**Q:** I have the levels of boron phosphide from PBEsol and the same levels after a G0W0 correction. The gap grows, every filled level below the top sinks, and every empty one rises. Doesn't the correction simply stretch the energy scale, with every level moving in proportion to its distance from the valence top?

G0W0 on PBEsol levels of boron phosphide (BP, F-43m), computed with ABINIT 10.8.3, PseudoDojo v0.4.1 standard potentials, a 925 eV wave cutoff and a Γ-centred 6×6×6 k mesh. The G0W0 step uses a Godby-Needs plasmon-pole model, 67 bands and cutoffs of 20 Ha for waves and 5.2 Ha for screening. Each column of levels counts from its own highest filled level.

| row | state k a (reciprocal cell vector) | state k b (reciprocal cell vector) | state k c (reciprocal cell vector) | state band | state start level (eV) | state corrected level (eV) | state weight z |
| --- | --- | --- | --- | --- | --- | --- | --- |
| 1 | 0.000 | 0.000 | 0.000 | top filled | 0.000 | 0.000 | 0.792 |
| 2 | 0.000 | 0.000 | 0.000 | first empty | 3.357 | 4.224 | 0.794 |
| 3 | 0.167 | 0.000 | 0.000 | top filled | -0.670 | -0.690 | 0.790 |
| 4 | 0.167 | 0.000 | 0.000 | first empty | 3.963 | 4.818 | 0.793 |
| 5 | 0.333 | 0.000 | 0.000 | top filled | -1.476 | -1.550 | 0.786 |
| 6 | 0.333 | 0.000 | 0.000 | first empty | 3.834 | 4.657 | 0.792 |
| 7 | 0.500 | 0.000 | 0.000 | top filled | -1.765 | -1.863 | 0.785 |
| 8 | 0.500 | 0.000 | 0.000 | first empty | 3.718 | 4.532 | 0.792 |
| 9 | 0.167 | 0.167 | 0.000 | top filled | -1.748 | -1.799 | 0.787 |
| 10 | 0.167 | 0.167 | 0.000 | first empty | 2.365 | 3.223 | 0.799 |
| 11 | 0.333 | 0.167 | 0.000 | top filled | -2.542 | -2.652 | 0.782 |
| 12 | 0.333 | 0.167 | 0.000 | first empty | 2.860 | 3.727 | 0.799 |
| 13 | 0.500 | 0.167 | 0.000 | top filled | -2.594 | -2.710 | 0.780 |
| 14 | 0.500 | 0.167 | 0.000 | first empty | 3.195 | 4.084 | 0.801 |
| 15 | -0.333 | 0.167 | 0.000 | top filled | -1.904 | -1.999 | 0.784 |
| 16 | -0.333 | 0.167 | 0.000 | first empty | 3.861 | 4.776 | 0.798 |
| 17 | -0.167 | 0.167 | 0.000 | top filled | -0.840 | -0.892 | 0.788 |
| 18 | -0.167 | 0.167 | 0.000 | first empty | 4.577 | 5.537 | 0.791 |
| 19 | 0.333 | 0.333 | 0.000 | top filled | -3.516 | -3.658 | 0.776 |
| 20 | 0.333 | 0.333 | 0.000 | first empty | 1.282 | 2.086 | 0.804 |
| 21 | 0.500 | 0.333 | 0.000 | top filled | -3.713 | -3.871 | 0.775 |
| 22 | 0.500 | 0.333 | 0.000 | first empty | 1.808 | 2.630 | 0.805 |
| 23 | -0.333 | 0.333 | 0.000 | top filled | -3.076 | -3.213 | 0.779 |
| 24 | -0.333 | 0.333 | 0.000 | first empty | 2.532 | 3.385 | 0.804 |
| 25 | 0.500 | 0.500 | 0.000 | top filled | -4.143 | -4.314 | 0.774 |
| 26 | 0.500 | 0.500 | 0.000 | first empty | 1.230 | 2.004 | 0.805 |
| 27 | 0.500 | 0.333 | 0.167 | top filled | -3.296 | -3.411 | 0.780 |
| 28 | 0.500 | 0.333 | 0.167 | first empty | 3.926 | 4.839 | 0.795 |
| 29 | -0.333 | 0.333 | 0.167 | top filled | -4.018 | -4.149 | 0.777 |
| 30 | -0.333 | 0.333 | 0.167 | first empty | 4.409 | 5.348 | 0.797 |
| 31 | -0.333 | 0.500 | 0.167 | top filled | -5.236 | -5.383 | 0.771 |
| 32 | -0.333 | 0.500 | 0.167 | first empty | 3.740 | 4.612 | 0.796 |

**A:** Test it at one k-point. "State start level" is the PBEsol energy, "state corrected level" is the G0W0 energy, and each is counted from its own valence top. At the zone boundary point X, rows 25 and 26, the empty level moves up by 63% of its start energy, while the filled level moves down by only 4%. A stretch needs one percentage for both. If you chose 63% to get the gap right, the filled level at X would have to sink by 2.6 eV, but it sinks by only 0.17 eV.

**Q:** Then perhaps the empty bands move up as a block and the filled ones stay where they are.

**A:** That is much nearer. The empty levels rise by 0.77 to 0.96 eV, and no filled level sinks by more than 0.17 eV. The size of the shift goes first of all with whether the level is filled. Height in energy comes second.

**Q:** Why should a level care whether it is filled? PBEsol treats both kinds with the same potential.

**A:** That is the reason. The correction replaces this common potential by an operator that can tell orbitals apart:

$$E = \varepsilon + Z\,\langle \Sigma - v_\mathrm{xc}\rangle .$$

Here $\varepsilon$ is the start level and $E$ the corrected one, before each set is counted from its own top. The PBEsol potential $v_\mathrm{xc}$ has one value at each point in space, whatever orbital passes through it. The self-energy $\Sigma$ contains exchange with the filled orbitals, and $Z$ is a weight close to 0.8 here.

Picture the filled bands as built from localised B–P bond orbitals. In the exchange energy, a bond orbital is paired with itself, and that pair carries a full electron charge, which gives a strong binding. An empty orbital is orthogonal to every filled one, so each of its pairs has a net charge of zero and binds much less. Theory therefore expects exchange to pull filled levels down relative to empty ones, and a jump across the gap is what the table shows.

**Q:** If exchange is that strong, why is the jump less than 1 eV?

**A:** Because the other electrons screen it. The Coulomb energy of two charges one bond length apart is several eV, but the same calculation gives BP a dielectric constant of about 10. Dividing one by the other leaves something of the order of 1 eV. This is only a guide to size, since screening is weaker at short distances and $\Sigma$ also contains a polarisation part.

Hartree–Fock, the neighbouring method, uses the same exchange without screening and opens the gaps of semiconductors by several eV. Boron nitride, the neighbouring compound, screens less than BP, and its G0W0 correction is known to be larger. When you guess the jump for a related semiconductor, ask first how well it screens.

**Q:** The empty levels still don't all rise by the same amount. Is there some truth in my stretch after all?

**A:** Some, but on a much smaller scale. Among the filled levels alone, the shift rises by about 0.03 eV for each eV of start energy. Among the empty levels alone the figure is about 0.04 eV. So there is a mild stretch inside each set, on top of a jump that the stretch doesn't produce.

Exchange offers a reason for this as well. It links an orbital's value at one point with its value at another point nearby. An orbital that keeps its sign over that distance gains more binding than one that changes sign, and orbitals of higher energy usually change sign more often. A local potential misses this difference, so correcting it tends to spread the levels apart. The energy dependence of $\Sigma$ works against the spreading, which helps to keep it small. This is an argument from theory, because the table holds only the net shifts.

**Q:** Can I turn that into a formula?

**A:** Yes. Write the shift as a jump plus the first term of an expansion in energy:

$$\Delta = s\,n + a\,\varepsilon .$$

Here $\Delta$ is the corrected level minus the start level, and $\varepsilon$ is now counted from the valence top. The number $n$ is 1 for an empty level and 0 for a filled one. No constant is needed, because the valence top is the zero of both columns.

Now estimate the direct gap at the zone centre Γ, row 2. Take the slope from the filled levels only, $a = 0.032$, and fix the jump with the empty level at X, row 26. The start level at Γ lies higher than that at X, so it gets a little extra:

$$3.357 + 0.774 + 0.032\,(3.357 - 1.230) \approx 4.20\ \text{eV}.$$

The G0W0 value is 4.22 eV, and moving the empty bands as a block by the shift at X would give 4.13 eV. Row 2 served neither for the slope nor for the jump. Over all empty levels, the same recipe lowers the typical miss from 0.10 to 0.04 eV. Part of this gain comes from starting at X, which has the smallest shift of all the empty levels, so any modest upward slope would help. Still, the filled levels give a slope of about the right size.

**Q:** And if I fit the formula to everything?

**A:** With one jump and one slope fitted to all 32 levels, the typical miss is 0.03 eV. A jump alone misses by 0.09 eV and a stretch alone by 0.37 eV. The printed output after this exchange gives the details. The fitted jump and slope partly make up for each other, so treat them as a description of this run and not as two separately measured effects.

**Q:** Where does the formula go wrong?

**A:** Go from Γ to the zone boundary point L, from row 2 to row 8. The lowest empty level starts 0.36 eV higher at L, yet its shift is 0.05 eV smaller. The formula predicts a larger one. Rows 6 and 16 make the point more strongly: they start almost level, but their shifts differ by 0.09 eV.

Energy is only a stand-in for the shape of an orbital, and two orbitals of equal energy can have different shapes. My guess is that the mixture of s, p and d character differs between these k-points and alters the exchange. To test it, project the orbitals onto atomic functions and see whether the misses follow the character.

**Q:** Could the weight $Z$ account for those differences instead?

**A:** $Z$ is the share of an electron's spectrum that stays in one sharp level, and it scales the whole correction. Suppose $\langle\Sigma - v_\mathrm{xc}\rangle$ were the same for all empty levels, so that only $Z$ varied. Rows 18 and 26 would then require a common value of about −13 eV, but rows 16 and 6 would require about +15 eV. The two demands contradict each other, so the orbitals themselves must feel different corrections.

**Q:** In practice, may I take one G0W0 gap and shift all the empty PBEsol bands by the difference?

**A:** For the gap itself, yes, by construction. For optical absorption you would place the direct transitions between the listed levels too low compared with G0W0. The attraction between electron and hole, which lowers the transitions, is left out of both and needs a separate calculation. Compare the filled and empty levels at each k-point of the table: the shift taken from X underestimates their separation by 0.1 to 0.3 eV. Adding the small stretch on both sides of the gap removes much of that error.

Don't use these shifts for the barrier at a contact, though. That needs the absolute position of each band edge, and here the valence top has been set to zero before and after the correction.

**Q:** Can I at least quote 2.00 eV as the G0W0 gap of BP?

**A:** Only as the gap on this mesh. The conduction minimum of BP lies between Γ and X, short of X, and the mesh steps over it, so the PBEsol and G0W0 gaps are both somewhat too wide for these settings. The gap opening suffers less, because the shifts at the two lowest sampled points, rows 20 and 26, differ by only 0.03 eV.

The number of bands, the cutoffs for the screening and the waves, and the mesh are also short of convergence. A difference of a few hundredths of an eV between two shifts could therefore change in a better run. The jump across the gap is many times larger than that. The finer pattern, including the fall from Γ to L, should be checked with more bands and a higher screening cutoff before you build on it.

Numerical output:

```
Gap opening on the mesh, shift of row 26, eV: 0.774
Stretch that the gap alone would need, percent: 62.93
Smallest shift of an empty level, eV: 0.774
Largest shift of an empty level, eV: 0.96
Largest sinking of a filled level, eV: 0.171
Slope of shift with start level, filled levels only, percent: 3.193
Slope of shift with start level, empty levels only, percent: 3.61
fit of shift on 32 rows: coefficient of state_start_level 0.1592 +/- 0.021; rms 0.367, worst 31 -0.687, leave-one-out rms 0.381
fit of shift on 32 rows: coefficient of emp 0.8641 +/- 0.022; rms 0.0864, worst 25 0.171, leave-one-out rms 0.0874
fit of shift on 32 rows: coefficient of emp 0.7443 +/- 0.01, coefficient of state_start_level 0.03784 +/- 0.0023; rms 0.0274, worst 8 0.0709, leave-one-out rms 0.0297
Rms miss for empty levels, rigid step taken from row 26, eV: 0.1025
Rms miss for empty levels, same step plus slope of filled levels, eV: 0.04317
Direct gap at Gamma from rigid step of row 26, eV: 4.131
Direct gap at Gamma from step plus slope of filled levels, eV: 4.199
Start level of row 16 less row 6, eV: 0.027
Shift of row 16 less row 6, eV: 0.092
Start level at L less Gamma, rows 8 and 2, eV: 0.361
Shift at L less Gamma, rows 8 and 2, eV: -0.053
Common unrenormalised shift needed if only Z differed, rows 18 and 26, eV: -13.29
Common unrenormalised shift needed if only Z differed, rows 16 and 6, eV: 15.33
```
